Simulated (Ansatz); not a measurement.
# Cu: the cost of one run

Program: Ansatz 0.2.0. Level of theory: DFT PBEsol, scalar-relativistic, plane waves, PAW. These are calculated values, not measurements.

**1. The structure to begin with**

The structure is cubic, space group Fm-3m (No. 225). The conventional cell has a = 3.563 Å, b = 3.563 Å, c = 3.563 Å, α = 90.00°, β = 90.00°, γ = 90.00°. Around Cu (site symmetry m-3m) lie 12 Cu at 2.52 Å.

As a file:

```cif
data_structure
_symmetry_space_group_name_H-M 'P 1'
_symmetry_Int_Tables_number 1
_cell_length_a 2.5197
_cell_length_b 2.5197
_cell_length_c 2.5197
_cell_angle_alpha 60.000
_cell_angle_beta 60.000
_cell_angle_gamma 60.000
_cell_volume 11.31
loop_
_atom_site_label
_atom_site_type_symbol
_atom_site_fract_x
_atom_site_fract_y
_atom_site_fract_z
_atom_site_occupancy
Cu1 Cu 0.00000 0.00000 0.00000 1
```

It is the result of an earlier relaxation at this level (volume 11.31 Å³/atom; gap on the mesh: none (metal)).

**2. Zero of energy**

The reference gives a free energy of -6588.7744 eV, pressure 0.15 GPa, largest force 0.000 eV/Å and gap on the mesh none (metal). It was computed beforehand with the settings of the runs below.

**3. Breaking the symmetry**

Cell sheared at random, sigma 0.06. Displacements in the unstrained cell, with the mean shift removed:

```
atom  ux (Å)  uy (Å)  uz (Å)
 Cu1   0.000   0.000   0.000
```

Strain (xx, yy, zz, yz, xz, xy; engineering shear): (0.0298, -0.0223, -0.0075, -0.0055, 0.0718, -0.1673).

**4. Single point of the disturbed structure**

input.yaml

```yaml
crystal:
  lattice:
    - [-0.0851077897, 1.737076883, 1.7634401435]
    - [1.8987602545, -0.1539457293, 1.8322780831]
    - [1.6857223757, 1.5928769439, 0.0590921494]
  atoms:
    - { symbol: Cu, position: [0.0, 0.0, 0.0] }
basis:
  ecutwfc: 420
kpoints:
  mp_grid: { grid: [16, 16, 16] }
hamiltonian:
  xc: pbesol
scf:
  occupations: { method: gaussian, width: 0.15 }
output:
  forces: true
  stress: true
  eigenvalues: true
```

Command:

```sh
ansatz run input.yaml --threads 2 --pin off --max-ram 5120MiB --backend cpu --events-out ev --progress --plain --runs-dir out
```

**Question.** How long does this run take on 2 threads of Arm Neoverse V1, shared host, and how much memory does it need?

About 11 s, with a peak of 0.6 GiB.
